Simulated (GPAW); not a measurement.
# Pb: single point with GLLB-SC

Crystal: Pb.

```
CELL_PARAMETERS angstrom
0.01933 2.46287 2.45281
2.50286 -0.00675 2.47889
2.48132 2.46742 0.01479
ATOMIC_POSITIONS crystal
Pb 0.00000 0.00000 0.00000
```

The cell isn't the ideal one: cell sheared at random, sigma 0.01, atoms nudged by 0.01 Å.

```json
{
  "Program": "GPAW 26.7.0",
  "Task": "single point",
  "Functional": "GLLB-SC",
  "Potentials or basis": "the program's PAW data sets (release 1.2.1) made for this functional",
  "Cutoff": "500 eV",
  "Basis": "pw",
  "k mesh": "8 × 7 × 8",
  "Occupations": "fermi-dirac, width 0.05 eV",
  "Spin": "no spin polarisation",
  "Maxiter": "120",
  "Convergence": "default"
}
```

The band gap on the k mesh, Kohn-Sham part alone is none (metal or under the smearing width).

Levels at points of the mesh, in eV from the Fermi level:
| k point | band 4 | band 5 | band 6 | band 7 | band 8 | band 9 | band 10 |
| --- | --- | --- | --- | --- | --- | --- | --- |
| (0.00, 0.00, 0.00) | -17.44 | -17.43 | -11.77 | 7.22 | 7.40 | 7.60 | 9.85 |
| (0.00, 0.00, 0.50) | -17.31 | -17.30 | -8.07 | -4.23 | 5.40 | 5.60 | 9.25 |
| (0.50, 0.00, 0.00) | -17.31 | -17.30 | -8.04 | -4.22 | 5.39 | 5.53 | 9.23 |
| (0.50, 0.00, 0.50) | -17.28 | -17.27 | -6.70 | -3.30 | 1.83 | 2.23 | 5.32 |

It took 56 s on 1 thread of Arm Neoverse V1 (shared host), peak memory 0.2 GiB.

Caveat: a model potential gives levels but no total energy. The run has no spin-orbit coupling, so splittings on Pb are missing.
